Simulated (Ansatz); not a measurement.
Zr, DFT, PBE, all-electron LAPW, scalar-relativistic (Ansatz 0.2.0), run on 1 thread of AMD EPYC 7R43 64-Core Processor (Zen 3) on a shared host.

The structure comes from a relaxation in the same program, started in the bcc type. Whether it is a known phase or the ground state wasn't checked. The listed cell was then made from it by scaling, straining or moving an atom.

Command: `ansatz run input.yaml --threads 1 --pin off --max-ram 2048MiB --backend cpu --events-out ev --progress --plain --runs-dir out`

```yaml
crystal:
  lattice:
    - [-1.7571350072, 1.7571350072, 1.7571350072]
    - [1.7571350072, -1.7571350072, 1.7571350072]
    - [1.7571350072, 1.7571350072, -1.7571350072]
  atoms:
    - { symbol: Zr, position: [0.0, 0.0, 0.0] }
kpoints:
  mp_grid: { grid: [16, 16, 16] }
scf:
  occupations: { method: fermi_dirac, width: 0.05 }
hamiltonian:
  xc: pbe
  pseudopotentials: { kind: all_electron, lapw: { basis_error: 0.00025 } }
output:
  forces: true
  stress: true
  eigenvalues: true
```

Task: How large is the problem that the program sets up?

Result: 145 irreducible k-points, 141 plane waves at Γ, 18 bands.

Task: Estimate the wall time and the peak memory.

Result: 10 s of wall time for 7 SCF iterations, with a peak of 0.38 GiB. Times on shared machines scatter by tens of per cent.

Task: And the same cell and mesh by all-electron PAW (datasets made for this crystal), asked for forces, stress, eigenvalues, efg, on the same hardware?

Result: 4.9 s, peak memory 0.38 GiB.
